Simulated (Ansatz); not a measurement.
Compressing TaN

Level of theory: DFT r2SCAN, scalar-relativistic, plane waves, PAW in Ansatz 0.2.0. (500 eV cutoff, 12×12×12 k-mesh, Gaussian smearing of 0.10 eV, no spin polarisation)

Reference structure (relaxed):

```
Ta N
1.0
     5.23928    0.00000    0.00000
    -2.61964    4.53735    0.00000
     0.00000    0.00000    2.90478
Ta N
3 3
Direct
  0.00000 0.00000 0.00000
  0.33333 0.66667 0.50000
  0.66667 0.33333 0.50000
  0.50000 0.00000 0.00000
  0.50000 0.50000 0.00000
  0.00000 0.50000 0.00000
```

Cell and atoms are relaxed at each pressure within the symmetry of the start, at zero temperature, so transitions that lower the symmetry aren't seen. The k-mesh given is that at zero pressure and may differ at others. a, b and c are the lengths of the cell vectors above.

Spin–orbit coupling is left out, which can shift energies with elements as heavy as these.

```tsv
P (GPa)	V (Å³/atom)	V/V0	a (Å)	b (Å)	c (Å)
-3	11.63	1.010	5.262	5.262	2.909
0	11.51	1.000	5.239	5.239	2.905
3	11.40	0.990	5.217	5.217	2.901
8	11.22	0.975	5.183	5.183	2.894
15	10.99	0.955	5.138	5.138	2.885
30	10.57	0.919	5.053	5.053	2.869
60	9.91	0.861	4.913	4.913	2.845
```

What bulk modulus and pressure derivative fit these points?

A third-order Birch–Murnaghan fit gives B0 = 298 GPa and B0' = 4.0.

Which cell vector or vectors give way most up to 60 GPa?

a and b: the changes are a -6.2 %, b -6.2 %, c -2.0 %.

This form isn't the usual stable structure of the compound.